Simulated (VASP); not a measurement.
A run of VASP 6.6.1:

INCAR

```
  ALGO = Fast
  EDIFF = 1E-6
  ENCUT = 900
  GGA = PS
  ISIF = 2
  ISMEAR = 0
  LASPH = True
  LCHARG = True
  LELF = True
  LREAL = False
  LVHAR = True
  LWAVE = False
  NBANDS = 16
  NELM = 100
  PREC = Accurate
  SIGMA = 0.02
```

KPOINTS

```
k-points
0
Gamma
  8 8 8
```

POSCAR

```
CdS
1.0
    0.0000000000      2.9178400000      2.9178400000
    2.9178400000      0.0000000000      2.9178400000
    2.9178400000      2.9178400000      0.0000000000
Cd S
1 1
Direct
    0.0000000000      0.0000000000      0.0000000000
    0.7500000000      0.7500000000      0.7500000000
```

Potentials or basis: VASP PAW PBE potentials, release 64 (Cd, S_h).

The run is started by

```console
$ cat potpaw_PBE.64/Cd/POTCAR potpaw_PBE.64/S_h/POTCAR > POTCAR
$ mpirun -np 1 vasp_std > vasp.out
```

Hardware: 1 thread of Intel(R) Xeon(R) Platinum 8175M CPU @ 2.50GHz (Skylake/Cascade Lake), with other jobs on the host.

Question: Estimate the wall time of this run.

Answer: It took 52 s on 1 thread of Intel(R) Xeon(R) Platinum 8175M CPU @ 2.50GHz (Skylake/Cascade Lake) (shared host), peak memory 0.26 GiB. Counts: scf iterations 14, k points 29.
